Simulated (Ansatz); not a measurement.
GaP, 2 atoms in the cell. It takes space group F-43m (No. 216, cubic). The conventional cell has a = 5.451 Å, b = 5.451 Å, c = 5.451 Å, α = 90.00°, β = 90.00°, γ = 90.00°. Ga (site symmetry -43m) has 4 P at 2.36 Å as nearest neighbours. P (site symmetry -43m) is surrounded by 4 Ga at 2.36 Å. 

```yaml
Program: Ansatz 0.2.0
Task: single point
Functional: PBE
Potentials_or_basis: all-electron PAW datasets made for the crystal
Cutoff: 240 eV (chosen from the basis error)
k_mesh: 4 × 4 × 4
Occupations: fermi-dirac, width 0.05 eV
Spin: no spin polarisation
```

Potentials or basis: all-electron PAW datasets made for the crystal.

Command:

```bash
$ ansatz run input.yaml --threads 1 --pin off --max-ram 3072MiB --backend cpu --events-out ev --progress --plain --runs-dir out
```

Hardware: 1 thread of Arm Neoverse V1, with other jobs on the host.

Problem. Estimate the wall time of this run.

Solution. Wall time 2.7 s on 1 thread of Arm Neoverse V1, with other jobs on the host, peak memory 0.34 GiB. Counts: scf iterations 8, plane waves 331, k points 8, bands 13.
